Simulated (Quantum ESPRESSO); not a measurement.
# CuI (Marshite) (F-43m) in Quantum ESPRESSO: a series of runs

One crystal, CuI (Marshite), is run at these levels: LDA; tasks: phonons, phonon dispersion, Wannier functions.

Program: Quantum ESPRESSO 7.5. These are calculated values, not measurements. Logs are shortened: lines on timing, memory, paths and dates and some standing lists are left out, and cuts for length are marked.

**The experiment to reproduce.**

From a printed reference work, data compilation, for a bulk crystal of CuI: high-frequency dielectric constant 4.84.

How close the calculation comes is told below.

**1. The structure**

Symmetry: F-43m, No. 216, cubic system. Conventional cell: a = 6.063 Å, b = 6.063 Å, c = 6.063 Å, α = 90.00°, β = 90.00°, γ = 90.00°. I (site symmetry -43m) is surrounded by 4 Cu at 2.63 Å. Around Cu (site symmetry -43m) lie 4 I at 2.63 Å.

**2. Phonons, LDA**

File pw.in:

```
&CONTROL
  calculation = 'scf'
  prefix = 'pwscf'
  outdir = './tmp'
  pseudo_dir = './pseudo'
  tprnfor = .true.
  tstress = .true.
  disk_io = 'low'
/
&SYSTEM
  ibrav = 0
  nat = 2
  ntyp = 2
  ecutwfc = 36
  ecutrho = 216
  nbnd = 20
  occupations = 'smearing'
  smearing = 'fd'
  degauss = 0.00367493
/
&ELECTRONS
  conv_thr = 4d-10
  electron_maxstep = 120
  mixing_beta = 0.5
/
ATOMIC_SPECIES
I    126.9045 I.LDA_PW-JTH.UPF
Cu    63.5460 Cu.LDA_PW-JTH.UPF
CELL_PARAMETERS angstrom
   0.0000000000    3.0315000000    3.0315000000
   3.0315000000    0.0000000000    3.0315000000
   3.0315000000    3.0315000000    0.0000000000
ATOMIC_POSITIONS crystal
I      0.0000000000    0.0000000000    0.0000000000
Cu     0.7500000000    0.7500000000    0.7500000000
K_POINTS automatic
6 6 6 1 1 1
```

File relax.in:

```
&CONTROL
  calculation = 'vc-relax'
  prefix = 'pwscf'
  outdir = './tmp'
  pseudo_dir = './pseudo'
  tprnfor = .true.
  tstress = .true.
  disk_io = 'low'
  nstep = 40
  forc_conv_thr = 0.0001
  etot_conv_thr = 1d-06
/
&SYSTEM
  ibrav = 0
  nat = 2
  ntyp = 2
  ecutwfc = 36
  ecutrho = 216
  nbnd = 20
  occupations = 'smearing'
  smearing = 'fd'
  degauss = 0.00367493
/
&ELECTRONS
  conv_thr = 4d-10
  electron_maxstep = 120
  mixing_beta = 0.5
/
&IONS
  ion_dynamics = 'bfgs'
/
&CELL
  cell_dynamics = 'bfgs'
  press = 0
  press_conv_thr = 0.2
/
ATOMIC_SPECIES
I    126.9045 I.LDA_PW-JTH.UPF
Cu    63.5460 Cu.LDA_PW-JTH.UPF
CELL_PARAMETERS angstrom
   0.0000000000    3.0315000000    3.0315000000
   3.0315000000    0.0000000000    3.0315000000
   3.0315000000    3.0315000000    0.0000000000
ATOMIC_POSITIONS crystal
I      0.0000000000    0.0000000000    0.0000000000
Cu     0.7500000000    0.7500000000    0.7500000000
K_POINTS automatic
6 6 6 1 1 1
```

File scf2.in:

```
&CONTROL
  calculation = 'scf'
  prefix = 'pwscf'
  outdir = './tmp'
  pseudo_dir = './pseudo'
  tprnfor = .true.
  tstress = .true.
  disk_io = 'low'
/
&SYSTEM
  ibrav = 0
  nat = 2
  ntyp = 2
  ecutwfc = 36
  ecutrho = 216
  nbnd = 20
  occupations = 'fixed'
/
&ELECTRONS
  conv_thr = 1d-13
  electron_maxstep = 120
  mixing_beta = 0.5
  startingpot = 'file'
  startingwfc = 'file'
/
ATOMIC_SPECIES
I    126.9045 I.LDA_PW-JTH.UPF
Cu    63.5460 Cu.LDA_PW-JTH.UPF
CELL_PARAMETERS angstrom
   0.0000000000    2.9203324229    2.9203324229
   2.9203324229    0.0000000000    2.9203324229
   2.9203324229    2.9203324229    0.0000000000
ATOMIC_POSITIONS crystal
I      0.0000000000    0.0000000000    0.0000000000
Cu     0.7500000000    0.7500000000    0.7500000000
K_POINTS automatic
6 6 6 1 1 1
```

File ph.in:

```
phonons of CuI
&INPUTPH
  prefix = 'pwscf'
  outdir = './tmp'
  tr2_ph = 1d-16
  fildyn = 'dyn'
  niter_ph = 60
  alpha_mix(1) = 0.7
  epsil = .true.
/
0.0000000000 0.0000000000 0.0000000000
```

File dynmat.in:

```
&INPUT
  fildyn = 'dyn'
  asr = 'crystal'
  lperm = .true.
  filout = 'dynmat.disp'
  fileig = 'dynmat.eig'
/
```

File dynmat_lo.in:

```
&INPUT
  fildyn = 'dyn'
  asr = 'crystal'
  filout = 'dynmat_lo.disp'
  fileig = 'dynmat_lo.eig'
  q(1) = 0
  q(2) = 0
  q(3) = 1
/
```

Potentials or basis: JTH 2.0 LDA.

Launch:

```sh
$ OMP_NUM_THREADS=1 pw.x -in pw.in > pw.out
$ OMP_NUM_THREADS=1 pw.x -in relax.in > relax.out
$ OMP_NUM_THREADS=1 pw.x -in scf2.in > scf2.out
$ OMP_NUM_THREADS=1 ph.x -in ph.in > ph.out
$ OMP_NUM_THREADS=1 dynmat.x -in dynmat.in > dynmat.out
$ OMP_NUM_THREADS=1 dynmat.x -in dynmat_lo.in > dynmat_lo.out
```

pw.out:

```text
This program is part of the open-source Quantum ESPRESSO suite
     for quantum simulation of materials; please cite
         "P. Giannozzi et al., J. Phys.:Condens. Matter 21 395502 (2009);
         "P. Giannozzi et al., J. Phys.:Condens. Matter 29 465901 (2017);
         "P. Giannozzi et al., J. Chem. Phys. 152 154105 (2020);
     in publications or presentations arising from this work. More details at

     file I.LDA_PW-JTH.UPF: wavefunction(s)  0S 0P renormalized
     file Cu.LDA_PW-JTH.UPF: wavefunction(s)  3S 3P 0P 3D 0D renormalized
     Message from routine setup:
     using ibrav=0 with symmetry is DISCOURAGED, use correct ibrav instead

     G-vector sticks info
     --------------------
     sticks:   dense  smooth     PW     G-vecs:    dense   smooth      PW
     Sum         967     649    199                20107    10969    1917

     Using Slab Decomposition

     bravais-lattice index     =            0
     lattice parameter (alat)  =       8.1016  a.u.
     unit-cell volume          =     376.0099 (a.u.)^3
     number of atoms/cell      =            2
     number of atomic types    =            2
     number of electrons       =        26.00
     number of Kohn-Sham states=           20
     kinetic-energy cutoff     =      36.0000  Ry
     charge density cutoff     =     216.0000  Ry
     scf convergence threshold =      4.0E-10
     mixing beta               =       0.5000
     number of iterations used =            8  plain     mixing
     Exchange-correlation= SLA PW NOGX NOGC
                           (   1   4   0   0   0   0   0)

     celldm(1)=   8.101612  celldm(2)=   0.000000  celldm(3)=   0.000000
     celldm(4)=   0.000000  celldm(5)=   0.000000  celldm(6)=   0.000000

     crystal axes: (cart. coord. in units of alat)
               a(1) = (   0.000000   0.707107   0.707107 )
               a(2) = (   0.707107   0.000000   0.707107 )
               a(3) = (   0.707107   0.707107   0.000000 )

     reciprocal axes: (cart. coord. in units 2 pi/alat)
               b(1) = ( -0.707107  0.707107  0.707107 )
               b(2) = (  0.707107 -0.707107  0.707107 )
               b(3) = (  0.707107  0.707107 -0.707107 )

     PseudoPot. # 1 for I  read from file:
     I.LDA_PW-JTH.UPF
     Pseudo is Projector augmented-wave + core cor, Zval =  7.0
     Generated using ATOMPAW code
     Shape of augmentation charge: SINC**2
     Using radial grid of 1095 points,  4 beta functions with:
                l(1) =   0
                l(2) =   0
                l(3) =   1
                l(4) =   1
     Q(r) pseudized with 0 coefficients

     PseudoPot. # 2 for Cu read from file:
     Cu.LDA_PW-JTH.UPF
     Pseudo is Projector augmented-wave + core cor, Zval = 19.0
     Generated using ATOMPAW code
     Shape of augmentation charge: SINC**2
     Using radial grid of 1047 points,  6 beta functions with:
                l(1) =   0
                l(2) =   0
                l(3) =   1
                l(4) =   1
                l(5) =   2
                l(6) =   2
     Q(r) pseudized with 0 coefficients

     atomic species   valence    mass     pseudopotential
     I                 7.00   126.90450     I ( 1.00)
     Cu               19.00    63.54600     Cu( 1.00)

     24 Sym. Ops. (no inversion) found

   Cartesian axes

     site n.     atom                  positions (alat units)
         1        I      tau(   1) = (   0.0000000   0.0000000   0.0000000  )
         2        Cu     tau(   2) = (   1.0606602   1.0606602   1.0606602  )

     number of k points=    28  Fermi-Dirac smearing, width (Ry)=  0.0037
                       cart. coord. in units 2pi/alat
        k(    1) = (   0.0589256   0.0589256   0.0589256), wk =   0.0185185
        k(    2) = (   0.1767767   0.1767767  -0.0589256), wk =   0.0555556
        k(    3) = (   0.2946278   0.2946278  -0.1767767), wk =   0.0555556
        k(    4) = (  -0.2946278  -0.2946278   0.4124790), wk =   0.0555556
        k(    5) = (  -0.1767767  -0.1767767   0.2946278), wk =   0.0555556
        k(    6) = (  -0.0589256  -0.0589256   0.1767767), wk =   0.0555556
[... 20 lines left out ...]
        k(   27) = (   0.2946278   0.2946278   0.2946278), wk =   0.0185185
        k(   28) = (  -0.2946278  -0.2946278   0.8838835), wk =   0.0555556

     Dense  grid:    20107 G-vectors     FFT dimensions: (  40,  40,  40)

     Smooth grid:    10969 G-vectors     FFT dimensions: (  32,  32,  32)

     Check: negative core charge=   -0.000002

     Initial potential from superposition of free atoms

     starting charge      25.9997, renormalised to      26.0000

     negative rho (up, down):  3.811E-03 0.000E+00
     Starting wfcs are   26 randomized atomic wfcs

     Self-consistent Calculation

     iteration #  1     ecut=    36.00 Ry     beta= 0.50
     Davidson diagonalization with overlap
     ethr =  1.00E-02,  avg # of iterations =  7.3

     Threshold (ethr) on eigenvalues was too large:
     Diagonalizing with lowered threshold

     Davidson diagonalization with overlap
     ethr =  1.99E-04,  avg # of iterations =  3.9

     negative rho (up, down):  4.073E-03 0.000E+00

     total energy              =    -848.95782427 Ry
     estimated scf accuracy    <       0.05075200 Ry

     iteration #  2     ecut=    36.00 Ry     beta= 0.50
     Davidson diagonalization with overlap
     ethr =  1.95E-04,  avg # of iterations =  2.9
[... 78 lines left out ...]
     iteration # 11     ecut=    36.00 Ry     beta= 0.50
     Davidson diagonalization with overlap
     ethr =  2.42E-11,  avg # of iterations =  3.0

     negative rho (up, down):  4.260E-03 0.000E+00

     End of self-consistent calculation

          k = 0.0589 0.0589 0.0589 (  1387 PWs)   bands (ev):

  -103.7237 -61.5748 -61.5748 -61.5748  -7.0819   3.1875   3.3291   3.3291
     5.0786   5.0786   6.5873   6.9147   6.9147   8.3327  11.7530  11.9564
    11.9564  15.6757  16.4227  16.4227

          k = 0.1768 0.1768-0.0589 (  1371 PWs)   bands (ev):

  -103.7237 -61.5749 -61.5743 -61.5738  -6.9245   2.6091   3.2768   3.3580
     5.0525   5.0909   5.9111   6.4263   6.7756   9.2518  11.6692  12.2556
    12.5920  15.3275  16.0493  16.9429

          k = 0.2946 0.2946-0.1768 (  1376 PWs)   bands (ev):

  -103.7237 -61.5746 -61.5744 -61.5743  -6.6581   1.7268   3.2420   3.3658
     5.0711   5.1111   5.3210   6.1210   6.4092   9.3679  12.3152  12.5236
    13.4092  16.1066  16.1444  17.7055

          k =-0.2946-0.2946 0.4125 (  1375 PWs)   bands (ev):

  -103.7237 -61.5746 -61.5745 -61.5742  -6.5566   1.4232   3.2554   3.3456
     5.0924   5.1191   5.1806   6.1121   6.1868   9.3022  12.1159  12.6013
    14.2980  16.1611  17.7176  18.2897
[... 13 lines left out ...]
          k = 0.2946 0.0589 0.0589 (  1364 PWs)   bands (ev):

  -103.7237 -61.5744 -61.5743 -61.5736  -6.8499   2.4505   3.2799   3.2930
     5.0094   5.1183   5.8807   6.2813   6.3262   9.8484  10.7009  13.0051
    13.2166  14.4092  17.2136  17.8638

          k = 0.4125 0.1768-0.0589 (  1373 PWs)   bands (ev):

  -103.7237 -61.5746 -61.5744 -61.5740  -6.6296   1.9220   3.0713   3.3023
     5.0057   5.1356   5.4399   5.7797   6.1026  10.2821  11.0377  12.6235
    14.0294  15.4987  18.1367  18.6592

          k =-0.1768-0.4125 0.5303 (  1378 PWs)   bands (ev):

  -103.7237 -61.5747 -61.5746 -61.5741  -6.4767   1.6346   2.7929   3.3058
     5.0198   5.1053   5.2139   5.6506   5.9370  10.2927  11.6627  13.1882
    14.1769  15.8643  18.0008  18.6531

          k =-0.0589-0.2946 0.4125 (  1371 PWs)   bands (ev):

  -103.7237 -61.5745 -61.5744 -61.5740  -6.5648   1.8311   2.8287   3.3439
     5.0416   5.0948   5.3418   5.6174   6.1850  10.4145  11.8258  12.4223
    13.8173  15.5905  17.5759  18.8674

          k = 0.0589-0.1768 0.2946 (  1364 PWs)   bands (ev):

  -103.7237 -61.5745 -61.5741 -61.5737  -6.7910   2.2469   3.1933   3.3476
     5.0285   5.1134   5.6583   6.0821   6.5059   9.8233  11.3880  12.6252
    13.0017  15.0110  16.8747  17.6538

          k = 0.5303 0.0589 0.0589 (  1366 PWs)   bands (ev):

  -103.7237 -61.5743 -61.5741 -61.5739  -6.4989   1.6462   3.1645   3.2481
     4.9707   5.1657   5.3552   5.6415   5.6464   9.8158  10.2106  14.3599
    15.2858  16.0633  18.5619  20.0743

          k =-0.0589-0.5303 0.6482 (  1368 PWs)   bands (ev):

  -103.7237 -61.5744 -61.5742 -61.5740  -6.3947   1.5855   2.8414   3.2161
     5.0046   5.1059   5.1850   5.4289   5.6305  10.0982  10.7145  14.2544
    15.2956  16.5810  18.6315  19.3858

          k = 0.0589-0.4125 0.5303 (  1375 PWs)   bands (ev):

  -103.7237 -61.5748 -61.5743 -61.5741  -6.4285   1.7952   2.4805   3.2867
     4.9776   5.0888   5.2705   5.4368   5.8478  10.4334  11.9469  13.2666
    14.5211  15.3507  17.2006  19.9615

          k = 0.1768-0.2946 0.4125 (  1376 PWs)   bands (ev):

  -103.7237 -61.5745 -61.5744 -61.5744  -6.5607   1.5949   3.0804   3.3405
     5.0654   5.1097   5.2336   5.8869   6.1716   9.8005  11.8631  12.9029
    13.7540  16.2601  17.2081  18.3497

          k =-0.6482 0.0589 0.0589 (  1365 PWs)   bands (ev):

  -103.7237 -61.5743 -61.5741 -61.5739  -6.3966   1.4508   3.1277   3.2372
     5.0188   5.1654   5.1735   5.4831   5.5066   9.6896  10.0167  15.4073
    16.2437  16.6832  18.8212  19.5171

          k =-0.5303 0.1768-0.0589 (  1365 PWs)   bands (ev):

  -103.7237 -61.5743 -61.5741 -61.5738  -6.4828   1.6957   2.9359   3.2505
     5.0027   5.1308   5.2701   5.5559   5.7833  10.2312  10.8450  13.2222
    15.0882  16.1742  18.8470  19.2516

          k =-0.4125 0.0589 0.0589 (  1367 PWs)   bands (ev):

  -103.7237 -61.5744 -61.5741 -61.5740  -6.6674   2.0015   3.2220   3.2683
     4.9733   5.1454   5.6041   5.9181   5.9343  10.0794  10.3844  13.4479
    14.2036  14.9996  17.8753  19.2402

          k = 0.1768 0.1768 0.1768 (  1375 PWs)   bands (ev):

  -103.7237 -61.5748 -61.5748 -61.5738  -6.8588   2.3158   3.3447   3.3447
     5.0750   5.0750   5.6697   6.5947   6.5947   9.0967  12.3504  12.4225
    12.4225  15.9113  15.9113  15.9997
[... 31 lines left out ...]
          k =-0.0589-0.2946 0.6482 (  1378 PWs)   bands (ev):

  -103.7237 -61.5747 -61.5746 -61.5742  -6.3929   1.7927   2.5128   3.1786
     4.9938   5.0725   5.2019   5.3707   5.7140  10.9307  11.5482  12.9840
    14.0951  16.6041  18.5743  19.3086

          k =-0.7660 0.1768 0.1768 (  1369 PWs)   bands (ev):

  -103.7237 -61.5745 -61.5742 -61.5739  -6.4065   1.6855   2.6054   3.2878
     4.9641   5.1212   5.2147   5.4717   5.7225   9.9894  11.5326  14.1585
    14.7798  15.6715  17.4950  20.2299

          k = 0.2946 0.2946 0.2946 (  1380 PWs)   bands (ev):

  -103.7237 -61.5746 -61.5746 -61.5744  -6.6094   1.4914   3.3529   3.3529
     5.1075   5.1075   5.2214   6.2984   6.2984   9.0141  12.4208  12.4208
    14.0339  15.8204  17.4337  17.4337

          k =-0.2946-0.2946 0.8839 (  1382 PWs)   bands (ev):

  -103.7237 -61.5749 -61.5746 -61.5744  -6.5141   1.5476   2.9580   3.3459
     5.0521   5.0961   5.2179   5.7742   6.1116   9.9120  11.8413  13.0445
    14.1289  16.4169  17.0933  17.7698

     the Fermi energy is     7.6441 ev

!    total energy              =    -848.98592455 Ry
     total all-electron energy =      -848.985925 Ry
     estimated scf accuracy    <          4.1E-11 Ry
     smearing contrib. (-TS)   =      -0.00000000 Ry
     internal energy E=F+TS    =    -848.98592455 Ry

     The total energy is F=E-TS. E is the sum of the following terms:
     one-electron contribution =    -395.90079694 Ry
     hartree contribution      =     150.62882624 Ry
     xc contribution           =     -38.58089471 Ry
     ewald contribution        =    -182.68600943 Ry
     one-center paw contrib.   =    -382.44704971 Ry

     convergence has been achieved in  11 iterations

     negative rho (up, down):  4.260E-03 0.000E+00

     Forces acting on atoms (cartesian axes, Ry/au):

     atom    1 type  1   force =    -0.00000000   -0.00000000   -0.00000000
     atom    2 type  2   force =     0.00000000    0.00000000    0.00000000

     Total force =     0.000000     Total SCF correction =     0.000000

     Computing stress (Cartesian axis) and pressure

     negative rho (up, down):  4.260E-03 0.000E+00
          total   stress  (Ry/bohr**3)                   (kbar)     P=      -55.85
  -0.00037967   0.00000000   0.00000000          -55.85        0.00        0.00
   0.00000000  -0.00037967  -0.00000000            0.00      -55.85       -0.00
   0.00000000  -0.00000000  -0.00037967            0.00       -0.00      -55.85

=------------------------------------------------------------------------------=
   JOB DONE.
=------------------------------------------------------------------------------=
```

It took 7.8 min on 1 thread of Arm Neoverse V2, shared host; peak memory 0.13 GiB.

What came out:

* Free energy: -11551.1007 eV
* Electronic dielectric tensor (diagonal): 6.83
* Born charges (mean of the diagonal): I -0.97; Cu +0.83 e
* Highest phonon frequency at Γ, LO-TO splitting left out: 168 cm⁻¹
* Static dielectric tensor (diagonal): 7.50

Phonon frequencies in cm⁻¹ (negative: imaginary):
```tsv
q point	frequencies
(0.000, 0.000, 0.000)	4 4 4 168 168 168
```

Electronic dielectric tensor:
```
6.83 0.00 0.00
0.00 6.83 0.00
0.00 0.00 6.83
```

Born effective charge tensors (e):
atom 1, I
```
-0.97  0.00  0.00
 0.00 -0.97  0.00
 0.00  0.00 -0.97
```
atom 2, Cu
```
0.83 0.00 0.00
0.00 0.83 0.00
0.00 0.00 0.83
```

Optical modes at Γ, degenerate ones joined, polar ones without the macroscopic field:
```tsv
cm⁻¹	components	symmetry	active in	IR intensity, summed ((D/Å)²/amu)
168	3	T2	IR and Raman	1.33
```

Zone-centre frequencies without and with the macroscopic field along z (cm⁻¹):
```
                optical modes in rising order
       without                    168 168 168
with the field                    168 168 176
```

Static dielectric tensor, electrons and zone-centre modes:
```
7.50 0.00 0.00
0.00 7.50 0.00
0.00 0.00 7.50
```

Caveat: the mesh is thin for the dielectric tensor, Born charges and intensities, which usually come out too large; the cutoff is too short for stress, so the log's stress isn't used; the cutoff is low for these files, which shifts pressure and relaxed volume; the cutoff lies well under what these potentials need, so the values aren't converged; the Born charges break their sum rule by 0.14 e, a sign of too thin a mesh.

(Part 1 of 3 ends here.)
